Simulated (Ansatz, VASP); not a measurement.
# One calculation of Ta, two programs

INCAR

```
SYSTEM = Ta
PREC     = Accurate       ! precision mode
ENCUT    = 520            ! plane-wave cutoff, eV
EDIFF    = 1E-6           ! SCF threshold, eV
ISMEAR   = -1             ! smearing method
SIGMA    = 0.05           ! smearing width, eV
LREAL    = .FALSE.        ! projectors in reciprocal space
LASPH    = .TRUE.         ! aspherical terms in the spheres
NELM     = 60             ! most SCF steps
ALGO     = Fast           ! electronic algorithm
ISIF     = 2              ! what is computed and relaxed
LWAVE    = .FALSE.        ! write WAVECAR
LCHARG   = .TRUE.         ! write CHGCAR
GGA      = PE             ! functional
LELF     = .TRUE.         ! ELF
LVHAR    = .TRUE.       
NBANDS   = 18             ! bands
```

The input KPOINTS:

```
Automatic mesh
0
G
  11 11 5
  0 0 0
```

File POSCAR:

```
Ta
1.0
    2.8411641924      0.0000000000      0.0000000000
   -1.4205820962      2.4605203670      0.0000000000
    0.0000000000      0.0000000000      5.0608102442
Ta
2
Direct
    0.3333333333      0.6666666667      0.2500000000
    0.6666666667      0.3333333333      0.7500000000
```

Contents of input.yaml:

```yaml
crystal:
  lattice:
    - [2.8411641924, 0.0, 0.0]
    - [-1.4205820962, 2.460520367, 0.0]
    - [0.0, 0.0, 5.0608102442]
  atoms:
    - { symbol: Ta, position: [0.3333333333, 0.6666666667, 0.25] }
    - { symbol: Ta, position: [0.6666666667, 0.3333333333, 0.75] }
hamiltonian:
  xc: pbe
  pseudopotentials: { kind: paw }
kpoints:
  mp_grid: { grid: [11, 11, 5] }
scf:
  occupations: { method: fermi_dirac, width: 0.05 }
output:
  forces: true
  stress: true
  eigenvalues: true
```

This isn't the form of Ta at room conditions, which is bcc.

Alike in both runs: task single point; functional PBE; k mesh 11 × 11 × 5; occupations fermi-dirac, width 0.05 eV; no spin polarisation.

|  | VASP | Ansatz |
| --- | --- | --- |
| version | VASP 6.6.1 | Ansatz 0.2.0 |
| potentials or method | VASP PAW PBE potentials, release 64 (Ta_pv) | Ansatz PAW |
| plane-wave cutoff (eV) | 520 | 420 |
| valence electrons in the cell | 22 | 26 |

|  | VASP | Ansatz | Ansatz less VASP |
| --- | --- | --- | --- |
| gap on the k mesh at the Fermi level (eV) | none | none | - |
| pressure (GPa) | 12.2 | 12.0 | -0.19 |
| largest component of the traceless stress (GPa) | 0.26 | 0.24 | -0.021 |

A gap of «none» marks a metal or a gap that the smearing closes. The two sets of potentials don't hold the same shells in valence.

Spin-orbit coupling is left out, which matters for the levels of Ta.
